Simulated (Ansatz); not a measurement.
**NaCl (zincblende): gap against strain (uniaxial along [111], other directions held)**

NaCl (zincblende), relaxed with r2SCAN in the plane-wave code Ansatz, then strained (uniaxial along [111], other directions held; changes of length per length, axes as in the cell below) with the atoms relaxed again within the symmetry that is left. The symmetry is F-43m (No. 216, cubic); a = 6.175 Å in the conventional setting, 29.43 Å³ an atom. Around Na lie 4 Cl at 2.67 Å; around Cl lie 4 Na at 2.67 Å. Values at 0 K without nuclear motion; spin polarisation is off, and the phase may be a hypothetical one.

```yaml
crystal:
  lattice:
    - [0.00000, 3.08727, 3.08727]
    - [3.08727, 0.00000, 3.08727]
    - [3.08727, 3.08727, 0.00000]
  atoms:
    - { symbol: Na, position: [0.00000, 0.00000, 0.00000] }
    - { symbol: Cl, position: [0.25000, 0.25000, 0.25000] }
```

Gaps are the least over each mesh (PBE 8×8×8, r2SCAN 8×8×8, HSE06 6×6×6 when unstrained) and the special points, which keep their unstrained names; stress is the change from the unstrained cell, compression positive.

```csv
strain (%),"gap, PBE (eV)","gap, r2SCAN (eV)","gap, HSE06 (eV)","edges, HSE06","stress along the strain, r2SCAN (GPa)","energy rise, r2SCAN (meV/atom)"
-1.5,4.952,5.560,6.258,Γ,+0.39,0.6
-1.23,4.950,5.559,6.256,Γ,+0.32,0.4
-0.58,4.946,5.555,6.251,Γ,+0.15,0.1
0.0,4.942,5.552,6.246,Γ,0.00,0.0
```

Task: Estimate the row for a strain of -4.15 %.

Result:
```csv
strain (%),"gap, PBE (eV)","gap, r2SCAN (eV)","gap, HSE06 (eV)","edges, HSE06","stress along the strain, r2SCAN (GPa)","energy rise, r2SCAN (meV/atom)"
-4.15,4.961,5.567,6.270,Γ,+1.05,4.2
```

The meshes of the hybrids are coarse, so their gaps aren't converged to the digits shown.
